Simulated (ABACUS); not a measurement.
HfO2:

```
Hf O
1.0
     0.00000    2.55750    2.55750
     2.55750    0.00000    2.55750
     2.55750    2.55750    0.00000
Hf O
1 2
Direct
  0.00000 0.00000 0.00000
  0.75000 0.75000 0.75000
  0.25000 0.25000 0.25000
```

Measurements of this composition are mostly on another form, of space group No. 14.

* Program: ABACUS 3.10.1
* Task: single point
* Functional: PBEsol
* Potentials or basis: PseudoDojo NC SR 0.4.1 PBEsol standard
* Cutoff: 1143 eV
* Density cutoff: 4572 eV
* Basis: plane waves
* k mesh: 9 × 9 × 9
* Occupations: fermi-dirac, width 0.05 eV
* Spin: no spin polarisation

On this cell: pressure -13.2 GPa; largest force zero by symmetry; band gap on the k mesh 3.75 eV, indirect (least direct gap 3.87 eV).

The same run follows on a disturbed copy (atoms moved at random, drawn with an rms of 0.05 Å):

```
Hf O
1.0
     0.00000    2.55750    2.55750
     2.55750    0.00000    2.55750
     2.55750    2.55750    0.00000
Hf O
1 2
Cartesian
  -0.0370 -0.0159 0.0251
  3.8515 3.8457 3.8239
  1.2535 1.2817 1.2562
```

Task: What changes?

Result: The energy moves by +4.1 meV/atom; pressure -12.8 GPa; largest force 0.387 eV/Å; band gap on the k mesh 3.75 eV, indirect (least direct gap 3.86 eV).

Forces in eV/Å, atoms in the order of the input:
```
Hf   0.102  0.046 -0.118
O   -0.380 -0.058 -0.042
O    0.278  0.012  0.160
```

Stress tensor (GPa, compression positive):
```
-12.72   0.34  -0.05
  0.34 -12.88   0.79
 -0.05   0.79 -12.84
```

Caveats: spin-orbit coupling is left out, which moves the levels of the heavy elements; an odd mesh through Γ misses points on the zone boundary, where band edges often lie.
